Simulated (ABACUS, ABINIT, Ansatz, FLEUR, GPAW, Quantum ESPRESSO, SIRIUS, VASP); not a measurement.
# Bi: 10 runs at one level of theory

```
CELL_PARAMETERS angstrom
2.26750 1.30914 3.93800
-2.26750 1.30914 3.93800
0.00000 -2.61828 3.93800
ATOMIC_POSITIONS crystal
Bi 0.76600 0.76600 0.76600
Bi 0.23400 0.23400 0.23400
```

Alike in all runs: task single point; functional PBE; k mesh 7 × 7 × 7; occupations fermi-dirac, width 0.05 eV; no spin polarisation; no spin-orbit coupling. Pressure is positive in compression and, in plane waves, holds the error of the finite cutoff, which Ansatz's Pulay term estimates and takes out.

```json
{"program and potentials": "Quantum ESPRESSO, SSSP 1.3 efficiency PBE", "plane-wave cutoff (eV)": "748", "notes": "-", "pressure (GPa)": "1.92", "largest force (eV/Å)": "0.202"}
{"program and potentials": "VASP, PBE PAW files Bi_d, 520 eV", "plane-wave cutoff (eV)": "520", "notes": "-", "pressure (GPa)": "2.04", "largest force (eV/Å)": "0.206"}
{"program and potentials": "GPAW, GPAW PAW data sets (gpaw-data 1.2.1)", "plane-wave cutoff (eV)": "600", "notes": "-", "pressure (GPa)": "2.01", "largest force (eV/Å)": "0.193"}
{"program and potentials": "SIRIUS, PseudoDojo 0.4.1 PBE standard (scalar relativistic)", "plane-wave cutoff (eV)": "915", "notes": "-", "pressure (GPa)": "2.12", "largest force (eV/Å)": "0.218"}
{"program and potentials": "Ansatz, all-electron LAPW, scalar-relativistic", "plane-wave cutoff (eV)": "-", "notes": "-", "pressure (GPa)": "2.12", "largest force (eV/Å)": "0.201"}
{"program and potentials": "ABACUS, PseudoDojo NC SR 0.4.1 PBE standard, plane waves", "plane-wave cutoff (eV)": "898", "notes": "-", "pressure (GPa)": "2.10", "largest force (eV/Å)": "0.222"}
{"program and potentials": "SIRIUS, all-electron FP-LAPW, apw+lo standard", "plane-wave cutoff (eV)": "-", "notes": "-", "pressure (GPa)": "-", "largest force (eV/Å)": "0.210"}
{"program and potentials": "Ansatz, Ansatz PAW (earlier soft set)", "plane-wave cutoff (eV)": "420", "notes": "-", "pressure (GPa)": "2.11", "largest force (eV/Å)": "0.202"}
{"program and potentials": "FLEUR, all-electron, FLAPW", "plane-wave cutoff (eV)": "-", "notes": "-", "pressure (GPa)": "-", "largest force (eV/Å)": "0.206"}
{"program and potentials": "ABINIT, JTH PAW PBE v2.0", "plane-wave cutoff (eV)": "599", "notes": "-", "pressure (GPa)": "2.09", "largest force (eV/Å)": "0.207"}
```

Force on atom 1 (Bi), eV/Å:

```tsv
program and potentials	x	y	z
Quantum ESPRESSO, SSSP 1.3 efficiency PBE	0.000	0.000	-0.202
VASP, PBE PAW files Bi_d, 520 eV	0.000	0.000	-0.206
GPAW, GPAW PAW data sets (gpaw-data 1.2.1)	0.000	0.000	-0.193
SIRIUS, PseudoDojo 0.4.1 PBE standard (scalar relativistic)	0.000	0.000	-0.218
Ansatz, all-electron LAPW, scalar-relativistic	0.000	0.000	-0.201
ABACUS, PseudoDojo NC SR 0.4.1 PBE standard, plane waves	0.000	0.000	-0.222
SIRIUS, all-electron FP-LAPW, apw+lo standard	0.000	0.000	-0.210
Ansatz, Ansatz PAW (earlier soft set)	0.000	0.000	-0.202
FLEUR, all-electron, FLAPW	0.000	0.000	-0.206
ABINIT, JTH PAW PBE v2.0	0.000	0.000	-0.207
```

The pressure spans 1.92 (Quantum ESPRESSO, SSSP 1.3 efficiency PBE) to 2.12 GPa (SIRIUS, PseudoDojo 0.4.1 PBE standard (scalar relativistic)), with all-electron results at 2.12.

The functional is the same throughout but for its coding, so the spread measures potentials, basis and numerics; runs on potential files found faulty are left out.

Every run pushes the two atoms the same way: each is driven away from its three near neighbours in the bilayer and towards the next bilayer. At this fixed cell, the forces therefore favour a weaker Peierls-type distortion than the one imposed. That distortion splits the six neighbours of a simple cubic parent into short and long sets, as the half-filled p bands gain energy by opening a partial gap. Compression works against it, because shorter contacts between bilayers increase p overlap and raise the cost of unequal bonds. The positive pressure fits this picture and suggests that the cell is smaller than this level of theory prefers.

Agreement in pressure doesn't guarantee agreement in force. The PseudoDojo runs match the all-electron pressure closely, yet their forces of 0.218 and 0.222 eV/Å lie above the all-electron range of 0.201 to 0.210, whereas Quantum ESPRESSO has the lowest pressure but a force within that range. The initial force doesn't establish how far the distortion would relax.
